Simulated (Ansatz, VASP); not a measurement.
Re in VASP and in Ansatz

```
Re
1.0
     2.75107    0.00000    0.00000
    -1.37554    2.38250    0.00000
     0.00000    0.00000    4.44330
Re
2
Cartesian
  0.0000 1.5883 1.1108
  1.3755 0.7942 3.3325
```

Alike in both runs: functional PBEsol; k mesh 14 × 14 × 8; occupations fermi-dirac, width 0.1 eV; no spin polarisation.

Ansatz relaxed the structure, and its values are those at the end. VASP's run is a single point on that final structure, the one shown.

```csv
,VASP,Ansatz
version,VASP 6.6.1,Ansatz 0.2.0
potentials or method,"VASP PAW PBE potentials, release 64 (Re)","PAW with Ansatz's default frozen-core files, scalar-relativistic"
plane-wave cutoff (eV),520,420
valence electrons in the cell,14,30
```

|  | VASP | Ansatz | Ansatz less VASP |
| --- | --- | --- | --- |
| pressure (GPa) | 0.0 | 0.0 | 0.00 |

The two sets of potentials don't hold the same shells in valence.

Caveats: the PAW data sets were made with another functional, which shifts forces and pressure a little (VASP). The runs have no spin-orbit coupling, so splittings on Re are missing.
